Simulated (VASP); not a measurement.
# MgS in VASP: one cell, several levels of theory

Zincblende MgS, under +0.4 % equal strain in all directions is computed at one geometry. Runs: PBE, r2SCAN. This is a trial cell built on a prototype, not taken from a measured structure, and it needn't be the compound's ground state.

Program: VASP 6.6.1. PAW datasets, plane waves. No spin polarisation. The prototype was imposed, so other structures may be more stable.

### 1 The structure to begin with

The cell comes from an earlier relaxation with r2SCAN in another program.

Space group F-43m (No. 216), cubic; conventional cell a = 5.683 Å, 22.95 Å³ an atom. Near Mg stand 4 S at 2.46 Å; near S stand 4 Mg at 2.46 Å.

Structure file:

```cif
data_structure
_symmetry_space_group_name_H-M 'F-43m'
_symmetry_Int_Tables_number 216
_cell_length_a 5.6833
_cell_length_b 5.6833
_cell_length_c 5.6833
_cell_angle_alpha 90.000
_cell_angle_beta 90.000
_cell_angle_gamma 90.000
_cell_volume 183.57
loop_
_atom_site_label
_atom_site_type_symbol
_atom_site_symmetry_multiplicity
_atom_site_Wyckoff_symbol
_atom_site_fract_x
_atom_site_fract_y
_atom_site_fract_z
_atom_site_occupancy
Mg1 Mg 4 a 0.00000 0.00000 0.00000 1
S1 S 4 d 0.25000 0.25000 0.75000 1
```

### 2 PBE at this geometry

INCAR reads:

```
ENCUT = 520.000000
SIGMA = 0.020000
EDIFF = 1.00e-07
GGA = PE
PREC = Accurate
IBRION = -1
ISIF = 2
ISMEAR = -1
NBANDS = 11
NELM = 120
NSW = 0
LASPH = .TRUE.
LCHARG = .TRUE.
LELF = .TRUE.
LWAVE = .FALSE.
LREAL = .FALSE.
```

KPOINTS reads:

```
KPOINTS created by Atomic Simulation Environment
0
Gamma
8 8 8
0 0 0
```

KPOINTS_OPT reads:

```
special points
6
Reciprocal
0.0000000000 0.0000000000 0.0000000000 1
-0.5000000000 -0.5000000000 0.0000000000 1
-0.3750000000 -0.3750000000 0.2500000000 1
-0.3750000000 0.0000000000 0.3750000000 1
0.0000000000 0.0000000000 0.5000000000 1
-0.5000000000 -0.2500000000 0.2500000000 1
```

POSCAR reads:

```
Mg S
 1.0000000000000000
     0.0000000000000000    2.8416341708999999    2.8416341708999999
     2.8416341708999999    0.0000000000000000    2.8416341708999999
     2.8416341708999999    2.8416341708999999    0.0000000000000000
 Mg  S
   1   1
Cartesian
  0.0000000000000000  0.0000000000000000  0.0000000000000000
  1.4208170854500000  1.4208170854500000  1.4208170854500000
```

Potentials: the recommended PBE PAW datasets, 8 valence electrons in the neutral cell.

The run is started by

```sh
$ mpirun -np 1 vasp_std
```

Printed to the terminal (iteration lines stand in OSZICAR):

```text
POSCAR found type information on POSCAR MgS
 POSCAR found :  2 types and       2 ions
 LDA part: xc-table for (Slater+PW92), standard interpolation
 POSCAR, INCAR and KPOINTS ok, starting setup
 FFT: planning ... GRIDC
 FFT: planning ... GRID_SOFT
 FFT: planning ... GRID
 WAVECAR not read
 entering main loop
 Start KPOINTS_OPT (optional k-point list driver)
k-point batch [1-6\6]
```

OSZICAR:

```text
N       E                     dE             d eps       ncg     rms          rms(c)
DAV:   1     0.247173760931E+02    0.24717E+02   -0.32895E+03   646   0.567E+02
DAV:   2    -0.694064641130E+01   -0.31658E+02   -0.30305E+02   779   0.101E+02
DAV:   3    -0.897606701759E+01   -0.20354E+01   -0.20318E+01   800   0.270E+01
DAV:   4    -0.899208302866E+01   -0.16016E-01   -0.16014E-01   761   0.286E+00
DAV:   5    -0.899225383055E+01   -0.17080E-03   -0.17080E-03   800   0.294E-01    0.401E+00
DAV:   6    -0.849970454313E+01    0.49255E+00   -0.12454E+00   694   0.413E+00    0.307E+00
DAV:   7    -0.846564906038E+01    0.34055E-01   -0.26755E-01   758   0.210E+00    0.240E+00
DAV:   8    -0.847334645439E+01   -0.76974E-02   -0.23761E-02   701   0.930E-01    0.136E+00
DAV:   9    -0.847245480918E+01    0.89165E-03   -0.24117E-03   709   0.242E-01    0.447E-01
DAV:  10    -0.847266681915E+01   -0.21201E-03   -0.70167E-04   719   0.123E-01    0.919E-02
DAV:  11    -0.847267248377E+01   -0.56646E-05   -0.55236E-05   764   0.302E-02    0.580E-02
DAV:  12    -0.847267383775E+01   -0.13540E-05   -0.74157E-06   734   0.134E-02    0.639E-03
DAV:  13    -0.847267382993E+01    0.78209E-08   -0.32412E-07   791   0.285E-03
   1 F= -.84726738E+01 E0= -.84726738E+01  d E =-.892539E-11
       N       E                     dE             ncg
DAV:   1     0.150282695267E+03   -0.13620E+04      140
DAV:   2    -0.129144603560E+02   -0.16320E+03      153
DAV:   3    -0.231109493295E+02   -0.10196E+02      162
DAV:   4    -0.232038303606E+02   -0.92881E-01      158
DAV:   5    -0.232048164128E+02   -0.98605E-03      170
DAV:   6    -0.232048304930E+02   -0.14080E-04      177
DAV:   7    -0.232048307063E+02   -0.21327E-06      178
DAV:   8    -0.232048307101E+02   -0.38542E-08      128
```

The lines after F= are the extra pass for the points of KPOINTS_OPT, at fixed density; their E is not a total energy.

Parts of OUTCAR:

```text
k-points           NKPTS =     29   k-points in BZ     NKDIM =     29   number of bands    NBANDS=     11

   NELECT =       8.0000    total number of electrons

   dimension x,y,z NGX =    30 NGY =   30 NGZ =   30
   dimension x,y,z NGXF=    60 NGYF=   60 NGZF=   60

  energy-cutoff  :      520.00
  volume of cell :       45.89
      direct lattice vectors                 reciprocal lattice vectors
     0.000000000  2.841634171  2.841634171    -0.175955091  0.175955091  0.175955091
     2.841634171  0.000000000  2.841634171     0.175955091 -0.175955091  0.175955091
     2.841634171  2.841634171  0.000000000     0.175955091  0.175955091 -0.175955091

 k-points in reciprocal lattice and weights: KPOINTS created by Atomic Simulation Env
   0.00000000  0.00000000  0.00000000       0.002
   0.12500000  0.00000000  0.00000000       0.016
   0.25000000  0.00000000  0.00000000       0.016
   0.37500000  0.00000000  0.00000000       0.016
   0.50000000  0.00000000  0.00000000       0.008
   0.12500000  0.12500000  0.00000000       0.012
   0.25000000  0.12500000  0.00000000       0.047
   0.37500000  0.12500000  0.00000000       0.047
[... 21 more k-points ...]

 E-fermi :   1.4075

 k-point     1 :       0.0000    0.0000    0.0000
  band No.  band energies     occupation
      1     -10.2374      2.00000
      2       0.9927      2.00000
      3       0.9927      2.00000
      4       0.9927      2.00000
      5       4.3945      0.00000
      6       8.9134      0.00000
      7       8.9134      0.00000
      8       8.9134      0.00000
      9      11.8001      0.00000
     10      11.8001      0.00000
     11      14.6222      0.00000

 k-point     2 :       0.1250    0.0000    0.0000
  band No.  band energies     occupation
      1     -10.1521      2.00000
      2       0.3192      2.00000
      3       0.9402      2.00000
      4       0.9402      2.00000
      5       5.0515      0.00000
      6       8.7201      0.00000
      7       9.0887      0.00000
      8       9.0887      0.00000
      9      11.3456      0.00000
     10      11.3456      0.00000
     11      14.0570      0.00000

 k-point     3 :       0.2500    0.0000    0.0000
  band No.  band energies     occupation
      1      -9.9314      2.00000
      2      -0.8372      2.00000
      3       0.8215      2.00000
      4       0.8215      2.00000
      5       5.9094      0.00000
      6       8.7384      0.00000
      7       9.1297      0.00000
      8       9.1297      0.00000
      9      11.3922      0.00000
     10      11.3922      0.00000
     11      13.1936      0.00000

 k-point     4 :       0.3750    0.0000    0.0000
  band No.  band energies     occupation
      1      -9.6852      2.00000
      2      -1.7493      2.00000
      3       0.7126      2.00000
      4       0.7126      2.00000
      5       6.0951      0.00000
      6       8.7825      0.00000
      7       8.7825      0.00000
      8       9.2962      0.00000
      9      12.6746      0.00000
     10      12.6746      0.00000
     11      13.1768      0.00000

 k-point     5 :       0.5000    0.0000    0.0000
  band No.  band energies     occupation
      1      -9.5738      2.00000
      2      -2.0948      2.00000
      3       0.6699      2.00000
      4       0.6699      2.00000
      5       6.0668      0.00000
      6       8.6149      0.00000
      7       8.6149      0.00000
      8       9.5443      0.00000
      9      13.7928      0.00000
     10      14.1224      0.00000
     11      14.1224      0.00000

 k-point     6 :       0.1250    0.1250    0.0000
  band No.  band energies     occupation
      1     -10.1237      2.00000
      2       0.3189      2.00000
      3       0.8152      2.00000
      4       0.8152      2.00000
      5       5.2730      0.00000
      6       8.3680      0.00000
      7       9.3314      0.00000
      8       9.3314      0.00000
      9      10.3918      0.00000
     10      12.0616      0.00000
     11      15.3123      0.00000

 k-point     7 :       0.2500    0.1250    0.0000
  band No.  band energies     occupation
      1      -9.9479      2.00000
      2      -0.5412      2.00000
      3       0.6522      2.00000
      4       0.6878      2.00000
      5       6.0750      0.00000
      6       8.1017      0.00000
      7       9.0951      0.00000
      8       9.6312      0.00000
      9      10.4650      0.00000
     10      12.2331      0.00000
     11      14.3916      0.00000

[... the tables of k-points 8 to 29 left out ...]

  Total        0.0773233      0.0773233      0.0773233      0.0000000     -0.0000000     -0.0000000
  in kB        2.6995186      2.6995186      2.6995186      0.0000000     -0.0000000     -0.0000000
  external PRESSURE =       2.6995186 kB  Pullay stress =       0.0000000 kB

 POSITION                                       TOTAL-FORCE (eV/Angst)
 -----------------------------------------------------------------------------------
      0.00000      0.00000      0.00000        -0.000000     -0.000000      0.000000
      1.42082      1.42082      1.42082         0.000000      0.000000     -0.000000
 -----------------------------------------------------------------------------------
    total drift:                                0.000000      0.000000      0.000000

  FREE ENERGIE OF THE ION-ELECTRON SYSTEM (eV)
  ---------------------------------------------------
  free  energy   TOTEN  =        -8.4726738299 eV

  energy  without entropy=       -8.4726738299  energy(sigma->0) =       -8.47267383
```

Wall time 8 s (1 MPI rank of Intel Xeon 6975P-C, shared host); peak memory 0.18 GiB.

The levels at the points of KPOINTS_OPT are read from vasprun.xml.

Near the gap, in eV above the top of the last filled band v; c is the band after it:

```csv
point,v−1,v,c,c+1
Γ,0.00,0.00,3.40,7.92
X,-1.02,-1.02,3.89,5.63
U,-1.84,-0.80,4.84,6.94
K,-1.84,-0.80,4.84,6.94
L,-0.32,-0.32,5.07,7.62
W,-1.80,-1.30,5.53,7.84
```

The PBE gap is 3.40 eV, direct at Γ. The pressure is 0.27 GPa; the forces vanish within 0.01 eV/Å.

Axes a, b and c in the maps are those of this run's conventional cell (a, b, c = 5.683, 5.683, 5.683 Å).

Density in a lattice plane of the grid's cell (edges 5.68 and 5.68 Å, at 0.000 of the third edge), which holds Mg.

Ten even steps from '0' (0.01 e/Å³) to '9' (0.15 e/Å³):
```
012344322100000122344321
123466543210001234566432
335677764321112346777653
345789986432223468998754
334689998643334689998643
223468998754345789986432
112346777653335677764321
001234566432123466543210
000122344321012344322100
000012333210001233321000
000122344321012344322100
001234566432123466543210
112346777653335677764321
223468998754345789986432
334689998643334689998643
345789986432223468998754
335677764321112346777653
123466543210001234566432
012344322100000122344321
001233321000000012333210
```
Columns run along the first of these edges and rows up along the second, over one cell in 24 and 20 even steps from the bottom left corner. Atoms in the plane (fractional): Mg at (0.00, 0.00), Mg at (0.50, 0.50).

ELF in the same plane.

Values, 12 rows by 12 columns:
```
0.01 0.13 0.33 0.29 0.15 0.05 0.02 0.05 0.15 0.28 0.33 0.12
0.08 0.33 0.62 0.60 0.43 0.15 0.04 0.15 0.43 0.60 0.62 0.33
0.09 0.28 0.60 0.67 0.60 0.29 0.09 0.29 0.60 0.67 0.60 0.28
0.04 0.15 0.43 0.60 0.62 0.33 0.08 0.33 0.62 0.60 0.43 0.15
0.02 0.05 0.15 0.28 0.33 0.13 0.01 0.13 0.33 0.29 0.15 0.05
0.01 0.02 0.04 0.09 0.08 0.01 0.00 0.01 0.08 0.09 0.04 0.02
0.02 0.05 0.15 0.28 0.33 0.12 0.01 0.13 0.33 0.29 0.15 0.05
0.04 0.15 0.43 0.60 0.62 0.33 0.08 0.33 0.62 0.60 0.43 0.15
0.09 0.29 0.60 0.67 0.60 0.28 0.09 0.28 0.60 0.67 0.60 0.29
0.08 0.33 0.62 0.60 0.43 0.15 0.04 0.15 0.43 0.60 0.62 0.33
0.01 0.13 0.33 0.29 0.15 0.05 0.02 0.05 0.15 0.28 0.33 0.13
0.00 0.01 0.08 0.09 0.04 0.02 0.01 0.02 0.04 0.09 0.08 0.01
```
Columns run along the first of these edges and rows up along the second, over one cell in 12 and 12 even steps from the bottom left corner. Atoms in the plane (fractional): Mg at (0.00, 0.00), Mg at (0.50, 0.50).

Both are smooth fields of the valence electrons: close to the nuclei they are not physical.

Maxima of ELF outside the ion cores: 0.91 on the S–Mg line, 0.9 Å from S.

### 3 r2SCAN

INCAR reads:

```
ENCUT = 520.000000
SIGMA = 0.010000
EDIFF = 1.00e-07
ALGO = Normal
METAGGA = R2SCAN
PREC = Accurate
IBRION = -1
ISIF = 2
ISMEAR = 0
NBANDS = 11
NELM = 120
NSW = 0
LASPH = .TRUE.
LCHARG = .FALSE.
LWAVE = .FALSE.
LREAL = .FALSE.
```

KPOINTS is that of step 2.

KPOINTS_OPT is that of step 2.

POSCAR is that of step 2.

The run is started by

```sh
$ mpirun -np 1 vasp_std
```

Printed to the terminal (iteration lines stand in OSZICAR):

```text
POSCAR found type information on POSCAR MgS
 POSCAR found :  2 types and       2 ions
 -----------------------------------------------------------------------------
|                                                                             |
|                                                                             |
|     You enforced a specific xc type in the INCAR file but a different       |
|     I HOPE YOU KNOW WHAT YOU ARE DOING!                                     |
|                                                                             |
 -----------------------------------------------------------------------------

 LDA part: xc-table for (None), standard interpolation
 POSCAR, INCAR and KPOINTS ok, starting setup
 FFT: planning ... GRIDC
 FFT: planning ... GRID_SOFT
 FFT: planning ... GRID
 WAVECAR not read
 entering main loop
 Start KPOINTS_OPT (optional k-point list driver)
k-point batch [1-6\6]
```

OSZICAR:

```text
N       E                     dE             d eps       ncg     rms          rms(c)
DAV:   1     0.174558647065E+02    0.17456E+02   -0.33782E+03   646   0.582E+02
DAV:   2    -0.151346313714E+02   -0.32590E+02   -0.31194E+02   776   0.104E+02
DAV:   3    -0.172222501444E+02   -0.20876E+01   -0.20839E+01   792   0.278E+01
DAV:   4    -0.172388718066E+02   -0.16622E-01   -0.16620E-01   761   0.297E+00
DAV:   5    -0.172390538940E+02   -0.18209E-03   -0.18209E-03   805   0.309E-01    0.419E+00
DAV:   6    -0.154271915012E+02    0.18119E+01   -0.12710E+00   680   0.556E+00    0.421E+00
DAV:   7    -0.154356432467E+02   -0.84517E-02   -0.26233E-01   725   0.232E+00    0.265E+00
DAV:   8    -0.154482397626E+02   -0.12597E-01   -0.11027E-02   704   0.780E-01    0.119E-01
DAV:   9    -0.154485193281E+02   -0.27957E-03   -0.21809E-04   847   0.928E-02    0.111E-01
DAV:  10    -0.154487579199E+02   -0.23859E-03   -0.24282E-04   668   0.135E-01    0.418E-02
DAV:  11    -0.154487598123E+02   -0.18924E-05   -0.15093E-06   835   0.873E-03    0.466E-03
DAV:  12    -0.154487592692E+02    0.54313E-06   -0.86477E-08   719   0.239E-03    0.112E-03
DAV:  13    -0.154487591512E+02    0.11799E-06   -0.15339E-08   545   0.791E-04    0.618E-04
DAV:  14    -0.154487591459E+02    0.52636E-08   -0.15427E-09   400   0.306E-04
   1 F= -.15448759E+02 E0= -.15448759E+02  d E =-.482888E-29
       N       E                     dE             ncg
DAV:   1     0.138576705950E+03   -0.13737E+04      140
DAV:   2    -0.327284798692E+02   -0.17131E+03      153
DAV:   3    -0.429802484764E+02   -0.10252E+02      162
DAV:   4    -0.430748231848E+02   -0.94575E-01      161
DAV:   5    -0.430759149518E+02   -0.10918E-02      178
DAV:   6    -0.430759316185E+02   -0.16667E-04      172
DAV:   7    -0.430759318889E+02   -0.27038E-06      175
DAV:   8    -0.430759318959E+02   -0.70222E-08      148
```

OUTCAR, selected sections:

```text
k-points           NKPTS =     29   k-points in BZ     NKDIM =     29   number of bands    NBANDS=     11

   NELECT =       8.0000    total number of electrons

   dimension x,y,z NGX =    30 NGY =   30 NGZ =   30
   dimension x,y,z NGXF=    60 NGYF=   60 NGZF=   60

  energy-cutoff  :      520.00
  volume of cell :       45.89
      direct lattice vectors                 reciprocal lattice vectors
     0.000000000  2.841634171  2.841634171    -0.175955091  0.175955091  0.175955091
     2.841634171  0.000000000  2.841634171     0.175955091 -0.175955091  0.175955091
     2.841634171  2.841634171  0.000000000     0.175955091  0.175955091 -0.175955091

 k-points in reciprocal lattice and weights: KPOINTS created by Atomic Simulation Env
   0.00000000  0.00000000  0.00000000       0.002
   0.12500000  0.00000000  0.00000000       0.016
   0.25000000  0.00000000  0.00000000       0.016
   0.37500000  0.00000000  0.00000000       0.016
   0.50000000  0.00000000  0.00000000       0.008
   0.12500000  0.12500000  0.00000000       0.012
   0.25000000  0.12500000  0.00000000       0.047
   0.37500000  0.12500000  0.00000000       0.047
[... 21 more k-points ...]

 E-fermi :   0.7748

 k-point     1 :       0.0000    0.0000    0.0000
  band No.  band energies     occupation
      1     -11.0017      2.00000
      2       0.6992      2.00000
      3       0.6992      2.00000
      4       0.6992      2.00000
      5       4.7681      0.00000
      6       9.2633      0.00000
      7       9.2633      0.00000
      8       9.2633      0.00000
      9      12.1302      0.00000
     10      12.1302      0.00000
     11      15.3045      0.00000

 k-point     2 :       0.1250    0.0000    0.0000
  band No.  band energies     occupation
      1     -10.9141      2.00000
      2       0.0478      2.00000
      3       0.6462      2.00000
      4       0.6462      2.00000
      5       5.4079      0.00000
      6       9.0800      0.00000
      7       9.4454      0.00000
      8       9.4454      0.00000
      9      11.6695      0.00000
     10      11.6695      0.00000
     11      14.5570      0.00000

 k-point     3 :       0.2500    0.0000    0.0000
  band No.  band energies     occupation
      1     -10.6879      2.00000
      2      -1.1187      2.00000
      3       0.5260      2.00000
      4       0.5260      2.00000
      5       6.2791      0.00000
      6       9.1140      0.00000
      7       9.4607      0.00000
      8       9.4607      0.00000
      9      11.7511      0.00000
     10      11.7511      0.00000
     11      13.6689      0.00000

 k-point     4 :       0.3750    0.0000    0.0000
  band No.  band energies     occupation
      1     -10.4361      2.00000
      2      -2.0546      2.00000
      3       0.4152      2.00000
      4       0.4152      2.00000
      5       6.4738      0.00000
      6       9.0742      0.00000
      7       9.0742      0.00000
      8       9.6726      0.00000
      9      13.1024      0.00000
     10      13.1024      0.00000
     11      13.7146      0.00000

 k-point     5 :       0.5000    0.0000    0.0000
  band No.  band energies     occupation
      1     -10.3225      2.00000
      2      -2.4104      2.00000
      3       0.3717      2.00000
      4       0.3717      2.00000
      5       6.4470      0.00000
      6       8.8943      0.00000
      7       8.8943      0.00000
      8       9.9075      0.00000
      9      14.4331      0.00000
     10      14.5273      0.00000
     11      14.5273      0.00000

 k-point     6 :       0.1250    0.1250    0.0000
  band No.  band energies     occupation
      1     -10.8850      2.00000
      2       0.0564      2.00000
      3       0.5194      2.00000
      4       0.5194      2.00000
      5       5.6207      0.00000
      6       8.7214      0.00000
      7       9.7011      0.00000
      8       9.7011      0.00000
      9      10.6899      0.00000
     10      12.4017      0.00000
     11      15.8738      0.00000

 k-point     7 :       0.2500    0.1250    0.0000
  band No.  band energies     occupation
      1     -10.7047      2.00000
      2      -0.8126      2.00000
      3       0.3539      2.00000
      4       0.3946      2.00000
      5       6.4180      0.00000
      6       8.4677      0.00000
      7       9.3984      0.00000
      8      10.0030      0.00000
      9      10.8455      0.00000
     10      12.5993      0.00000
     11      14.8885      0.00000

[... the tables of k-points 8 to 29 left out ...]

  Total       -0.2700047     -0.2700047     -0.2700047      0.0000000      0.0000000     -0.0000000
  in kB       -9.4264340     -9.4264340     -9.4264340      0.0000000      0.0000000     -0.0000000
  external PRESSURE =      -9.4264340 kB  Pullay stress =       0.0000000 kB

 POSITION                                       TOTAL-FORCE (eV/Angst)
 -----------------------------------------------------------------------------------
      0.00000      0.00000      0.00000         0.000000      0.000000      0.000000
      1.42082      1.42082      1.42082        -0.000000      0.000000     -0.000000
 -----------------------------------------------------------------------------------
    total drift:                               -0.000003     -0.000003     -0.000003

  FREE ENERGIE OF THE ION-ELECTRON SYSTEM (eV)
  ---------------------------------------------------
  free  energy   TOTEN  =       -15.4487591459 eV

  energy  without entropy=      -15.4487591459  energy(sigma->0) =      -15.44875915
```

It took 30 s on 1 MPI rank of Intel Xeon 6975P-C, shared host; peak memory 0.17 GiB.

The levels at the points of KPOINTS_OPT are read from vasprun.xml.

Near the gap, in eV above the top of the last filled band v; c is the band after it:

```
point    v−1      v     c   c+1
    Γ   0.00   0.00  4.07  8.56
    X  -1.04  -1.04  4.33  6.24
    U  -1.87  -0.81  5.31  7.58
    K  -1.87  -0.81  5.31  7.58
    L  -0.33  -0.33  5.75  8.20
    W  -1.84  -1.31  5.98  8.63
```

The r2SCAN gap is 4.07 eV, direct at Γ. Pressure: -0.94 GPa; the forces vanish within 0.01 eV/Å.

### 4 Results

| level | gap (eV) | pressure (GPa) |
| --- | --- | --- |
| PBE | 3.40 | 0.27 |
| r2SCAN | 4.07 | -0.94 |

In words: The gap spans 3.40 eV (PBE) to 4.07 eV (r2SCAN). At this one volume the pressure spans -0.9 GPa (r2SCAN) to 0.3 GPa (PBE): PBE wants the largest cell and r2SCAN the smallest.
